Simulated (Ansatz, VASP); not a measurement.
# WC (Qusongite): VASP beside Ansatz

Contents of INCAR:

```
PREC = Accurate
ENCUT = 520
EDIFF = 1E-7
ISMEAR = -1
SIGMA = 0.05
LREAL = F
LASPH = T
NELM = 60
ALGO = Normal
ISIF = 2
LWAVE = F
LCHARG = F
LNONCOLLINEAR = T
MAGMOM = 0 0 0 0 0 0
LORBIT = 11
LSORBIT = T
GGA_COMPAT = F
LMAXMIX = 4
METAGGA = R2SCAN
LMIXTAU = T
NBANDS = 30
```

The input KPOINTS:

```
Automatic mesh
0
Gamma
  7 7 7
```

POSCAR

```
WC
1.0
    2.9065000000      0.0000000000      0.0000000000
   -1.4532500000      2.5171028361      0.0000000000
    0.0000000000      0.0000000000      2.8366000000
W C
1 1
Direct
    0.0000000000      0.0000000000      0.0000000000
    0.6666666667      0.3333333333      0.5000000000
```

KPOINTS_OPT

```
path GMKGALHA,LM,KH
20
line-mode
reciprocal
 0.0000000000  0.0000000000  0.0000000000  G
 0.5000000000  0.0000000000  0.0000000000  M

 0.5000000000  0.0000000000  0.0000000000  M
 0.3333333333  0.3333333333  0.0000000000  K

 0.3333333333  0.3333333333  0.0000000000  K
 0.0000000000  0.0000000000  0.0000000000  G

 0.0000000000  0.0000000000  0.0000000000  G
 0.0000000000  0.0000000000  0.5000000000  A

 0.0000000000  0.0000000000  0.5000000000  A
 0.5000000000  0.0000000000  0.5000000000  L

 0.5000000000  0.0000000000  0.5000000000  L
 0.3333333333  0.3333333333  0.5000000000  H

 0.3333333333  0.3333333333  0.5000000000  H
 0.0000000000  0.0000000000  0.5000000000  A

 0.5000000000  0.0000000000  0.5000000000  L
 0.5000000000  0.0000000000  0.0000000000  M

 0.3333333333  0.3333333333  0.0000000000  K
 0.3333333333  0.3333333333  0.5000000000  H
```

Contents of input.yaml:

```yaml
crystal:
  lattice:
    - [2.9065, 0.0, 0.0]
    - [-1.45325, 2.5171028361, 0.0]
    - [0.0, 0.0, 2.8366]
  atoms:
    - { symbol: W, position: [0.0, 0.0, 0.0] }
    - { symbol: C, position: [0.6666666667, 0.3333333333, 0.5] }
hamiltonian:
  xc: r2scan
  pseudopotentials: { kind: paw_fr }
magnetization:
  noncollinear: true
  spin_orbit: true
kpoints:
  mp_grid: { grid: [7, 7, 7] }
  band_path:
    path:
      - [[0.0, 0.0, 0.0], [0.5, 0.0, 0.0], [0.3333333333, 0.3333333333, 0.0], [0.0, 0.0, 0.0], [0.0, 0.0, 0.5], [0.5, 0.0, 0.5], [0.3333333333, 0.3333333333, 0.5], [0.0, 0.0, 0.5]]
      - [[0.5, 0.0, 0.5], [0.5, 0.0, 0.0]]
      - [[0.3333333333, 0.3333333333, 0.0], [0.3333333333, 0.3333333333, 0.5]]
    npoints: 14
scf:
  occupations: { method: fermi_dirac, width: 0.05 }
  n_extra_bands: 6
output:
  forces: true
  stress: true
  eigenvalues: true
  fatbands: true
```

Alike in both runs: task band structure; functional r2SCAN; k mesh 7 × 7 × 7; occupations fermi-dirac, width 0.05 eV; spin-orbit coupling, no magnetisation.

|  | VASP | Ansatz |
| --- | --- | --- |
| version | VASP 6.6.1 | Ansatz 0.2.0 |
| potentials or method | VASP PAW PBE potentials, release 64 (W_sv, C) | Ansatz PAW |
| plane-wave cutoff (eV) | 520 | 500 |
| valence electrons in the cell | 18 | 18 |

Ansatz gave:

```
gap on the k mesh at the Fermi level (eV)       : none
pressure (GPa)                                  : 1.3
largest component of the traceless stress (GPa) : 0.95
```

Question: Which values does VASP return?

Answer: gap on the k mesh at the Fermi level (eV): none; pressure (GPa): 4.4; largest component of the traceless stress (GPa): 0.91.

A gap of «none» marks a metal or a gap that the smearing closes. One of these differences is far larger than is usual between the two programs; its cause wasn't traced. With one functional, cell and mesh, what is left measures potentials, basis and numerics.

Caveats: the PAW data sets were made with another functional, which shifts forces and pressure a little (VASP); the PAW data sets come from PBE, with cores solved anew for the run's functional, which leaves a small shift of forces and pressure (Ansatz).
